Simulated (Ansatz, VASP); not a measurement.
Two plane-wave programs on BN

Contents of INCAR:

```
ALGO = Normal
EDIFF = 1E-6
ENCUT = 520
GGA = PE
ISIF = 2
ISMEAR = 0
LASPH = True
LCHARG = False
LREAL = False
LWAVE = False
NBANDS = 21
NELM = 80
PREC = Accurate
SIGMA = 0.1
```

KPOINTS

```
k-points
0
Gamma
  8 8 4
```

Contents of POSCAR:

```
BN
1.0
    2.1737896000      0.0000000000      0.0000000000
    0.0000000000      2.4537055800      0.0000000000
    0.0000000000      0.0000000000      5.6693233000
B N
3 3
Direct
    0.5000000000      0.5000000000      0.1780484600
    0.5000000000      0.5000000000      0.8219515400
    0.0000000000      0.0000000000      0.5000000000
    0.5000000000      0.0000000000      0.3219515400
    0.0000000000      0.5000000000      0.0000000000
    0.5000000000      0.0000000000      0.6780484600
```

Input for Ansatz:

```yaml
crystal:
  lattice:
    - [2.1737896, 0.0, 0.0]
    - [0.0, 2.45370558, 0.0]
    - [0.0, 0.0, 5.6693233]
  atoms:
    - { symbol: B, position: [0.5, 0.5, 0.17804846] }
    - { symbol: B, position: [0.5, 0.5, 0.82195154] }
    - { symbol: B, position: [0.0, 0.0, 0.5] }
    - { symbol: "N", position: [0.5, 0.0, 0.32195154] }
    - { symbol: "N", position: [0.0, 0.5, 0.0] }
    - { symbol: "N", position: [0.5, 0.0, 0.67804846] }
basis:
  ecutwfc: 420
kpoints:
  mp_grid: { grid: [8, 8, 4] }
hamiltonian:
  xc: pbe
scf:
  occupations: { method: gaussian, width: 0.1 }
  lower_state_search: "off"
output:
  forces: true
  stress: true
  eigenvalues: true
```

Alike in both runs: task single point; functional PBE; k mesh 8 × 8 × 4; occupations gaussian, width 0.1 eV; no spin polarisation.

```csv
,VASP,Ansatz
version,VASP 6.6.1,Ansatz 0.2.0
potentials or method,"VASP PAW PBE potentials, release 64 (B, N)","scalar-relativistic, plane waves, PAW"
plane-wave cutoff (eV),520,420
valence electrons in the cell,24,24
```

|  | VASP | Ansatz | Ansatz less VASP |
| --- | --- | --- | --- |
| gap on the k mesh at the Fermi level (eV) | none | none | - |
| rms of the force components (eV/Å) | 1.234 | 1.233 | -0.0015 |

Atom by atom the forces differ by 0.006 eV/Å (rms over components). A gap of «none» marks a metal or a gap that the smearing closes. The functional is the same, so the differences come from potentials, cutoffs and numerics.

Caveats: the k mesh is coarse (spacing up to 0.36 Å⁻¹), so the values aren't converged; forces of over 1 eV/Å show positions far from the minimum, so gaps and moduli don't describe the material at rest.
